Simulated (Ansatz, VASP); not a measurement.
## Two plane-wave programs on Sb

```xyz
1
Lattice="-0.0168 2.3807 2.4017 2.3698 0.0443 2.3405 2.4096 2.3595 0.0045" Properties=species:S:1:pos:R:3 pbc="T T T"
Sb    0.0053   -0.0427    0.0125
```

Change from the starting cell: cell strained at random at fixed volume.

Alike in both runs: task single point; functional PBE; k mesh 10 × 10 × 10; occupations fermi-dirac, width 0.05 eV; no spin polarisation.

```csv
,VASP,Ansatz
version,VASP 6.6.1,Ansatz 0.2.0
potentials or method,"VASP PAW PBE potentials, release 64 (Sb)",Ansatz PAW soft_1
plane-wave cutoff (eV),520,420
valence electrons in the cell,5,15
```

Ansatz gave:

```
gap on the k mesh at the Fermi level (eV)       : none
pressure (GPa)                                  : 1.8
largest component of the traceless stress (GPa) : 0.41
```

Question: What did VASP give for the same quantities?

Answer: gap on the k mesh at the Fermi level (eV): none; pressure (GPa): 1.6; largest component of the traceless stress (GPa): 0.41.

A gap of «none» marks a metal or a gap that the smearing closes. The functional is the same, so the differences come from potentials, cutoffs and numerics. The two sets of potentials don't hold the same shells in valence.

The runs have no spin-orbit coupling, so splittings on Sb are missing.
